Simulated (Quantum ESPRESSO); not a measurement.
Crystal: NiO.

```xyz
2
Lattice="0.0000 2.0859 2.0859 2.0859 0.0000 2.0859 2.0859 2.0859 0.0000" Properties=species:S:1:pos:R:3 pbc="T T T"
Ni    0.0000    0.0000    0.0000
O     2.0859    2.0859    2.0859
```

| Property | Result |
| --- | --- |
| Program | Quantum ESPRESSO 7.5 |
| Task | phonons |
| Functional | LDA |
| Potentials or basis | GBRV 1.5 LDA |
| Cutoff | 612 eV |
| Density cutoff | 4898 eV |
| k mesh | 6 × 6 × 6, shifted |
| Occupations | fermi-dirac, width 0.05 eV |
| Spin | collinear spin, ferromagnetic start |
| Starting moments | [1.0, 0.0] μB |
| Form of the LDA correlation | PZ81 |
| Mixing beta | 0.3 |
| Most SCF iterations | 120 |
| SCF threshold | 4e-10 Ry |

The cell and the atoms were relaxed first, to 8.30 Å³/atom (a = 2.863 Å, b = 2.863 Å, c = 2.863 Å, α = 60.00°, β = 60.00°, γ = 60.00°), and the response was taken there.

Q: Which optical modes does the crystal have at the zone centre, and which show in infrared and Raman spectra?

A: The optical modes are T1u. Infrared active: T1u. None is Raman active.

Optical modes at Γ, degenerate ones joined:
| cm⁻¹ | components | symmetry | active in |
| --- | --- | --- | --- |
| 384 | 3 | T1u | IR |

Caveat: the k mesh is coarse (spacing up to 0.43 Å⁻¹), so the values aren't converged; the mesh is thin for the phonons of a metal.
